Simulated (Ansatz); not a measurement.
# Rh: frozen-core PAW against all-electron methods

```
CELL_PARAMETERS angstrom
0.00000 1.90155 1.86352
1.90155 0.00000 1.86352
1.90155 1.90155 0.00000
ATOMIC_POSITIONS crystal
Rh 0.00000 0.00000 0.00000
```

The geometry is COD entry 9008482, unchecked; take it as a test cell. The listed cell was then made from it by scaling, straining or moving an atom.

All numbers are computed: DFT, PBE, PAW with Ansatz's default frozen-core files, scalar-relativistic (Ansatz 0.2.0); DFT, PBE, all-electron PAW with datasets made for the crystal, scalar-relativistic (Ansatz 0.2.0); DFT, PBE, all-electron LAPW, scalar-relativistic (Ansatz 0.2.0).

For PAW: a Γ-centred 16×16×16 k mesh, Fermi–Dirac smearing of 0.08 eV, cutoff 420 eV, no spin polarisation. The crystal-made all-electron datasets (AE datasets) take a cutoff of 300 eV at this cell. LAPW targets a basis error of 1 meV/atom. The Ansatz runs share mesh, smearing and spin set-up. Plane-wave (PAW) pressures include the program's estimate of the Pulay term.

Stress and pressure are positive in compression.

| quantity | PAW | AE datasets | LAPW |
| --- | --- | --- | --- |
| pressure (GPa) | 12.17 | 12.14 | 12.13 |
| stress xx (GPa) | 10.47 | 10.44 | 10.44 |
| stress zz (GPa) | 15.57 | 15.53 | 15.53 |

PAW's pressure differs from the LAPW value by +0.04 GPa.
